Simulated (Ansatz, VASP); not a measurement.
# Two plane-wave programs on BiTe

```
Bi Te
1.0
     0.00000    3.70540    3.70540
     3.70540    0.00000    3.70540
     3.70540    3.70540    0.00000
Bi Te
1 1
Cartesian
  0.0000 0.0000 0.0000
  1.8527 1.8527 1.8527
```

Alike in both runs: task single point; functional PBE; k mesh 8 × 8 × 8; occupations gaussian, width 0.05 eV; no spin polarisation.

```csv
,VASP,Ansatz
version,VASP 6.6.1,Ansatz 0.2.0
potentials or method,"VASP PAW PBE potentials, release 64 (Bi_d, Te)","scalar-relativistic, plane waves, PAW"
plane-wave cutoff (eV),520,420
valence electrons in the cell,21,31
```

|  | VASP | Ansatz | Ansatz less VASP |
| --- | --- | --- | --- |
| gap on the k mesh at the Fermi level (eV) | none | none | - |
| pressure (GPa) | -1.7 | -1.6 | +0.03 |

A gap of «none» marks a metal or a gap that the smearing closes. The two sets of potentials don't hold the same shells in valence.

Caveats: spin-orbit coupling is left out, which moves the levels of the heavy elements.
